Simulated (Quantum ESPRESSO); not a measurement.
## BeS in Quantum ESPRESSO: the effect of functional

Crystal: BeS.

```xyz
2
Lattice="0.0000 2.4250 2.4250 2.4250 0.0000 2.4250 2.4250 2.4250 0.0000" Properties=species:S:1:pos:R:3 pbc="T T T"
S     3.6375    3.6375    3.6375
Be    0.0000    0.0000    0.0000
```

Alike in all runs:

- Program: Quantum ESPRESSO 7.5
- Task: dielectric tensor
- Cutoff: 612 eV
- Density cutoff: 4898 eV
- k mesh: 6 × 6 × 6, shifted
- Occupations: fermi-dirac, width 0.05 eV
- Spin: no spin polarisation

```tsv
functional	potentials or basis	pressure (GPa)	dielectric constant (mean)
LDA	GBRV 1.5 LDA	-3.2	5.38
PBE	GBRV 1.5 PBE	?	?
PBEsol	GBRV 1.5 PBEsol	-0.7	5.37
WC	GBRV 1.5 PBE	-0.1	5.37
BLYP	GBRV 1.5 PBE	5.0	5.11
AM05	GBRV 1.5 PBE	0.1	5.35
```

Problem. What does the run with functional PBE give?

Solution. Pressure 1.6 GPa; dielectric constant 5.27 mean.

Caveats: the potentials were made for another functional, which shifts forces and pressure (some runs); the cell is more than 3 GPa from zero pressure, which shifts response properties (some runs).
